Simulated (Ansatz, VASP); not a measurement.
Two plane-wave programs on Mo3P2

```
Mo P
1.0
     0.00000    4.06629    6.17008
     3.80015    0.00000    6.17008
     3.80015    4.06629    0.00000
Mo P
6 4
Cartesian
  1.5717 4.0663 5.2631
  1.5717 4.0663 7.0771
  6.0286 4.0663 7.0771
  6.0286 4.0663 5.2631
  3.8001 4.0663 10.5126
  3.8001 4.0663 1.8276
  3.8001 5.8392 6.1701
  3.8001 2.2934 6.1701
  1.9001 2.0331 3.0850
  5.7002 6.0994 9.2551
```

Alike in both runs: task single point; functional PBE; k mesh 4 × 4 × 4; occupations gaussian, width 0.1 eV; no spin polarisation.

|  | VASP | Ansatz |
| --- | --- | --- |
| version | VASP 6.6.1 | Ansatz 0.2.0 |
| potentials or method | VASP PAW PBE potentials, release 64 (Mo_sv, P) | scalar-relativistic, plane waves, PAW |
| plane-wave cutoff (eV) | 520 | 420 |
| valence electrons in the cell | 104 | 104 |

Ansatz gave:

- gap on the k mesh at the Fermi level (eV): none
- rms of the force components (eV/Å): 9.932

Task: Which values does VASP return?

Result: gap on the k mesh at the Fermi level (eV): none; rms of the force components (eV/Å): 10.057.

Atom by atom the forces differ by 0.127 eV/Å (rms over components). A gap of «none» marks a metal or a gap that the smearing closes. With one functional, cell and mesh, what is left measures potentials, basis and numerics.

Caveats: forces of over 1 eV/Å show positions far from the minimum, so gaps and moduli don't describe the material at rest.
